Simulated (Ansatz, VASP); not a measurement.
# Nb: VASP beside Ansatz

```
CELL_PARAMETERS angstrom
-1.65491 1.65491 1.65491
1.65491 -1.65491 1.65491
1.65491 1.65491 -1.65491
ATOMIC_POSITIONS crystal
Nb 0.00000 0.00000 0.00000
```

Alike in both runs: functional PBE; k mesh 16 × 16 × 16; occupations fermi-dirac, width 0.08 eV; no spin polarisation.

Ansatz relaxed the structure, and its values are those at the end. VASP's run is a single point on that final structure, the one shown.

|  | VASP | Ansatz |
| --- | --- | --- |
| version | VASP 6.6.1 | Ansatz 0.2.0 |
| potentials or method | VASP PAW PBE potentials, release 64 (Nb_sv) | PAW with Ansatz's default frozen-core files, scalar-relativistic |
| plane-wave cutoff (eV) | 520 | 420 |
| valence electrons in the cell | 13 | 13 |

VASP gave:

```
pressure (GPa) : -0.3
```

Q: What did Ansatz give for the same quantities?

A: Pressure (GPa): 0.0.
